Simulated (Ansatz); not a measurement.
# Pb: the cost of one run

Computed with Ansatz 0.2.0 (DFT PBE, scalar-relativistic, plane waves, PAW, unless a step's input says otherwise).

**1. The structure to begin with**

Symmetry: P6_3/mmc, No. 194, hexagonal system. The conventional cell has a = 3.524 Å, b = 3.524 Å, c = 11.495 Å, α = 90.00°, β = 90.00°, γ = 120.00°. Pb (site symmetry -3m) is surrounded by 12 Pb at 3.52 Å. Pb (site symmetry -6m2) has 12 Pb at 3.52 Å as nearest neighbours.

Structure file:

```
Pb
1.0
     3.52437    0.00000    0.00000
    -1.76218    3.05219    0.00000
     0.00000    0.00000   11.49524
Pb
4
Direct
  0.00000 0.00000 0.00000
  0.33333 0.66667 0.25000
  0.00000 0.00000 0.50000
  0.66667 0.33333 0.75000
```

The structure comes from the Materials Project (structure only).

**2. A change within the space group**

What differs from the listed cell: strain xx, yy, zz, yz, xz, xy = +4.4, +4.4, +1.4, +0.0, +0.0, +0.0 %.

The input, input.yaml:

```yaml
crystal:
  lattice:
    - [3.6797906892, 0.0, 0.0]
    - [-1.8398953445, 3.1867922175, 0.0]
    - [0.0, 0.0, 11.6573247195]
  atoms:
    - { symbol: Pb, position: [0.0, 0.0, 0.0] }
    - { symbol: Pb, position: [0.33333333, 0.66666667, 0.25] }
    - { symbol: Pb, position: [0.0, 0.0, 0.5] }
    - { symbol: Pb, position: [0.66666667, 0.33333333, 0.75] }
basis:
  ecutwfc: 420
kpoints:
  mp_grid: { grid: [15, 15, 4] }
hamiltonian:
  xc: pbe
scf:
  occupations: { method: gaussian, width: 0.1 }
output:
  forces: true
  stress: true
  eigenvalues: true
  populations: true
  write_density: true
  write_potential: true
  elf: true
  volumetric_format: npy
```

The run is started by

```
$ ansatz run input.yaml --threads 1 --pin off --max-ram 1331MiB --backend cpu --events-out ev --progress --plain --runs-dir out
```

**Question.** How long does this run take on 1 thread of an x86-64 CPU, shared host, and how much memory does it need?

About 40 s, with a peak of 0.55 GiB.
